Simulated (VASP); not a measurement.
# AlN (P6_3mc) in VASP: phonons with PBE

Aim: the phonons of AlN with PBE.

Everything below comes from runs of VASP 6.6.1. Logs are shortened: lines on timing, memory, paths and dates and some standing lists are left out, and cuts for length are marked.

## Step 1: The crystal as given

Symmetry: P6_3mc, No. 186, hexagonal system. Conventional cell: a = 3.128 Å, b = 3.128 Å, c = 5.015 Å, α = 90.00°, β = 90.00°, γ = 120.00°. Al (site symmetry 3m) has 4 N at 1.90 to 1.91 Å as nearest neighbours. Around N (site symmetry 3m) lie 4 Al at 1.90 to 1.91 Å.

The cell was built by a generator and needn't be a form met in nature.

## Step 2: Phonons, PBE

POSCAR

```
AlN
1.0
    3.1280010000      0.0000000000      0.0000000000
   -1.5640005000      2.7089283291      0.0000000000
    0.0000000000      0.0000000000      5.0149190000
Al N
2 2
Direct
    0.3333333333      0.6666666667      0.0000000000
    0.6666666667      0.3333333333      0.5000000000
    0.3333333333      0.6666666667      0.3815230000
    0.6666666667      0.3333333333      0.8815230000
```

INCAR.step1

```
SYSTEM = AlN
PREC = Accurate ; ENCUT = 600
EDIFF = 1E-8 ; ISMEAR = 0
SIGMA = 0.05 ; LREAL = .FALSE.
LASPH = .TRUE. ; NELM = 100
ALGO = Fast ; ISIF = 3
LWAVE = .FALSE. ; LCHARG = .FALSE.
GGA = PE ; IBRION = 2
NSW = 40 ; EDIFFG = -0.002
```

INCAR.step2

```
SYSTEM = AlN
PREC = Accurate ; ENCUT = 600
EDIFF = 1E-8 ; ISMEAR = 0
SIGMA = 0.05 ; LREAL = .FALSE.
LASPH = .TRUE. ; NELM = 100
ALGO = Fast ; ISIF = 2
LWAVE = .FALSE. ; LCHARG = .FALSE.
GGA = PE ; IBRION = 6
NFREE = 2 ; POTIM = 0.015
NSW = 1
```

KPOINTS

```
Automatic mesh
0
G
  9 9 6
  0 0 0
```

Potentials or basis: VASP PAW PBE potentials, release 64 (Al, N).

On the command line:

```console
$ cat potpaw_PBE.64/Al/POTCAR potpaw_PBE.64/N/POTCAR > POTCAR
$ cp INCAR.step1 INCAR
$ mpirun -np 1 vasp_std > vasp.out
$ cp CONTCAR POSCAR
$ cp INCAR.step2 INCAR
$ mpirun -np 1 vasp_std > vasp.out
```

OUTCAR:

```text
SYSTEM = AlN
   PREC = Accurate
   ENCUT = 600
   EDIFF = 1E-8
   ISMEAR = 0
   LREAL = .FALSE.
   LASPH = .TRUE.
   NELM = 100
   ISIF = 2
   GGA = PE
   IBRION = 6
   NFREE = 2
   POTIM = 0.015
   NSW = 1

 ion  position               nearest neighbor table
   1  0.333  0.667  0.000-   4 1.90   4 1.90   4 1.90   3 1.91   2 3.09   2 3.09   2 3.09   2 3.09
                             2 3.09   2 3.09
   2  0.667  0.333  0.500-   3 1.90   3 1.90   3 1.90   4 1.91   1 3.09   1 3.09   1 3.09   1 3.09
                             1 3.09   1 3.09
   3  0.333  0.667  0.382-   2 1.90   2 1.90   2 1.90   1 1.91
   4  0.667  0.333  0.882-   1 1.90   1 1.90   1 1.90   2 1.91

  LATTYP: Found a hexagonal cell.
 ALAT       =     3.1280010000
 C/A-ratio  =     1.6032344619

  Lattice vectors:

 A1 = (   3.1280010000,   0.0000000000,   0.0000000000)
 A2 = (  -1.5640005000,   2.7089283291,   0.0000000000)
 A3 = (   0.0000000000,   0.0000000000,   5.0149190000)

Analysis of symmetry for initial positions (statically):
=====================================================================
 Subroutine PRICEL returns:
 Original cell was already a primitive cell.

 Routine SETGRP: Setting up the symmetry group for a
 hexagonal supercell.

 Subroutine GETGRP returns: Found 12 space group operations
 (whereof  6 operations were pure point group operations)
 out of a pool of 24 trial point group operations.

The static configuration has the point symmetry C_3v.
 The point group associated with its full space group is C_6v.

Analysis of symmetry for dynamics (positions and initial velocities):
=====================================================================
 Subroutine PRICEL returns:
 Original cell was already a primitive cell.

 Routine SETGRP: Setting up the symmetry group for a
 hexagonal supercell.

 Subroutine GETGRP returns: Found 12 space group operations
 (whereof  6 operations were pure point group operations)
 out of a pool of 24 trial point group operations.

The dynamic configuration has the point symmetry C_3v.
 The point group associated with its full space group is C_6v.

 Subroutine INISYM returns: Found 12 space group operations
 (whereof  6 operations are pure point group operations),
 and found     1 'primitive' translations

[... 462 lines left out ...]

  energy without entropy =      -29.78136774  energy(sigma->0) =      -29.78136774

 E-fermi :   6.1753     XC(G=0): -10.8360

 val. band max:        5.9589965278   @ k =   0.0000   0.0000   0.0000
 cond. band min:      10.0422037093   @ k =   0.0000   0.0000   0.0000
 fundamental gap:      4.0832071816
 Fermi energy:         6.1753271613

 k-point     1 :       0.0000    0.0000    0.0000
  band No.  band energies     occupation
      1      -9.0967      2.00000
      2      -7.0067      2.00000
      3       0.0592      2.00000
      4       5.1478      2.00000
      5       5.1478      2.00000
      6       5.7914      2.00000
      7       5.7914      2.00000
      8       5.9590      2.00000
      9      10.0422      0.00000
     10      12.5063      0.00000
     11      16.4364      0.00000
     12      17.0288      0.00000
[... 331 lines left out ...]
 k-point    24 :       0.3333    0.3333    0.1667
  band No.  band energies     occupation
      1      -6.6504      2.00000
      2      -6.6470      2.00000
      3       1.3666      2.00000
      4       1.8443      2.00000
      5       1.8549      2.00000
      6       3.3457      2.00000
      7       4.1082      2.00000
      8       4.1304      2.00000
      9      11.4037      0.00000
     10      14.2161      0.00000
     11      14.9497      0.00000
     12      15.0588      0.00000

 [... further k-points ...]

------------------------ aborting loop because EDIFF is reached ----------------------------------------

  FORCE on cell =-STRESS in cart. coord.  units (eV):
  Direction    XX          YY          ZZ          XY          YZ          ZX
  --------------------------------------------------------------------------------------
  -------------------------------------------------------------------------------------
  Total       -0.0745020     -0.0745020      0.1795794     -0.0000000      0.0000000      0.0000000
  in kB       -2.8089890     -2.8089890      6.7707820     -0.0000000      0.0000000      0.0000000
  external PRESSURE =       0.3842680 kB  Pullay stress =       0.0000000 kB
[... 19 lines left out ...]
  FREE ENERGIE OF THE ION-ELECTRON SYSTEM (eV)
  ---------------------------------------------------
  free  energy   TOTEN  =       -29.7813677394 eV

  energy  without entropy=      -29.7813677394  energy(sigma->0) =      -29.78136774

 INTERNAL STRAIN TENSORS FROM DISPLACED ATOMS
 ============================================

 INTERNAL STRAIN TENSOR FOR ION    1 for displacements in x,y,z  (eV/Angst):
          X           Y           Z          XY          YZ          ZX
  --------------------------------------------------------------------------------
  x     0.00000    -0.00000     0.00000    -8.23685     0.00000    -4.92145
  y    -8.23685     8.23685     0.00000    -0.00000    -4.92145     0.00000
  z    -5.08546    -5.08546    11.26404    -0.00000     0.00000     0.00000

 INTERNAL STRAIN TENSOR FOR ION    4 for displacements in x,y,z  (eV/Angst):
          X           Y           Z          XY          YZ          ZX
  --------------------------------------------------------------------------------
  x    -0.00000     0.00000     0.00000     9.88037     0.00000     4.92284
  y     9.88037    -9.88037    -0.00000     0.00000     4.92284     0.00000
  z     5.09069     5.09069   -11.26487    -0.00000     0.00000     0.00000

 Eigenvectors and eigenvalues of the dynamical matrix
 ----------------------------------------------------

   1 f  =   21.223842 THz   133.353331 2PiTHz  707.951161 cm-1    87.774718 meV
             X         Y         Z           dx          dy          dz
     -0.000000  1.805952  0.000000    -0.000000   -0.000000   -0.006780
      1.564001  0.902976  2.507459    -0.000000   -0.000000    0.006780
     -0.000000  1.805952  1.913307     0.000000    0.000000   -0.707074
      1.564001  0.902976  4.420766     0.000000    0.000000    0.707074
[... 71 lines left out ...]
  12 f/i=    0.001013 THz     0.006368 2PiTHz    0.033806 cm-1     0.004191 meV
             X         Y         Z           dx          dy          dz
     -0.000000  1.805952  0.000000     0.000000   -0.000000   -0.573720
      1.564001  0.902976  2.507459     0.000000   -0.000000   -0.573720
     -0.000000  1.805952  1.913307     0.000000   -0.000000   -0.413335
      1.564001  0.902976  4.420766     0.000000   -0.000000   -0.413335

 ELASTIC MODULI CONTR FROM IONIC RELAXATION (kBar)
 Direction    XX          YY          ZZ          XY          YZ          ZX
 --------------------------------------------------------------------------------
 XX        -640.5263    316.9742    358.1552      0.0000      0.0000      0.0000
 YY         316.9742   -640.5263    358.1552     -0.0000     -0.0000     -0.0000
 ZZ         358.1552    358.1552   -792.9179     -0.0000      0.0000     -0.0000
 XY           0.0000     -0.0000     -0.0000   -478.7503      0.0000      0.0000
 YZ           0.0000     -0.0000      0.0000      0.0000   -127.1472     -0.0000
 ZX           0.0000     -0.0000     -0.0000     -0.0000     -0.0000   -127.1472
 --------------------------------------------------------------------------------
```

OSZICAR.step1:

```text
N       E                     dE             d eps       ncg     rms          rms(c)
DAV:   1     0.596729019104E+02    0.59673E+02   -0.82646E+03  1152   0.133E+03
DAV:   2    -0.296744136469E+02   -0.89347E+02   -0.82347E+02  1700   0.248E+02
DAV:   3    -0.344233136692E+02   -0.47489E+01   -0.47217E+01  1520   0.620E+01
[... 14 lines left out ...]
RMM:  18    -0.297835365788E+02   -0.42677E-07   -0.12248E-07   947   0.292E-03    0.317E-03
RMM:  19    -0.297835366595E+02   -0.80664E-07   -0.25004E-08   837   0.164E-03    0.361E-03
RMM:  20    -0.297835367266E+02   -0.67047E-07   -0.17743E-08   795   0.129E-03    0.395E-03
RMM:  21    -0.297835367546E+02   -0.28051E-07   -0.76755E-09   762   0.976E-04    0.351E-03
RMM:  22    -0.297835367571E+02   -0.25161E-08   -0.26161E-09   760   0.486E-04
   1 F= -.29783537E+02 E0= -.29783537E+02  d E =-.297835E+02
```

Wall time 7 min (1 thread of Intel Xeon Platinum 8488C (Sapphire Rapids), shared host); peak memory 0.36 GiB.

Results:

```
Highest phonon frequency at Γ, LO-TO splitting left out : 708 cm⁻¹
```

Phonon frequencies in cm⁻¹ (negative: imaginary):
```
              q point                                frequencies
(0.000, 0.000, 0.000)  0 0 0 237 237 537 597 639 639 651 651 708
```
